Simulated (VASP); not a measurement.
Here is a VASP 6.6.1 calculation.

INCAR

```
SYSTEM = Li2S
ALGO = Normal
EDIFF = 1E-7
ENCUT = 700
GGA = PS
ISIF = 2
ISMEAR = 0
LASPH = .True.
LCHARG = .False.
LREAL = .False.
LWAVE = .False.
NBANDS = 13
NELM = 60
PREC = Accurate
SIGMA = 0.02
```

File KPOINTS:

```
k-points
0
Gamma
  8 8 8
  0 0 0
```

POSCAR

```
Li2S
1.0
    0.0000000000      2.8263500000      2.8263500000
    2.8263500000      0.0000000000      2.8263500000
    2.8263500000      2.8263500000      0.0000000000
Li S
2 1
Direct
    0.7500000000      0.7500000000      0.7500000000
    0.2500000000      0.2500000000      0.2500000000
    0.0000000000      0.0000000000      0.0000000000
```

Potentials or basis: VASP PAW PBE potentials, release 64 (Li_sv, S).

Launch:

```bash
$ cat potpaw_PBE.64/Li_sv/POTCAR potpaw_PBE.64/S/POTCAR > POTCAR
$ mpirun -np 1 vasp_std > vasp.out
```

(1) What does it give for the band gap on the k mesh?

(2) Predict the pressure.

Answers

(1) 3.20 eV, indirect (least direct gap 4.22 eV).

(2) 0.0 GPa.

Caveat: the PAW data sets were made with another functional, which shifts forces and pressure a little.
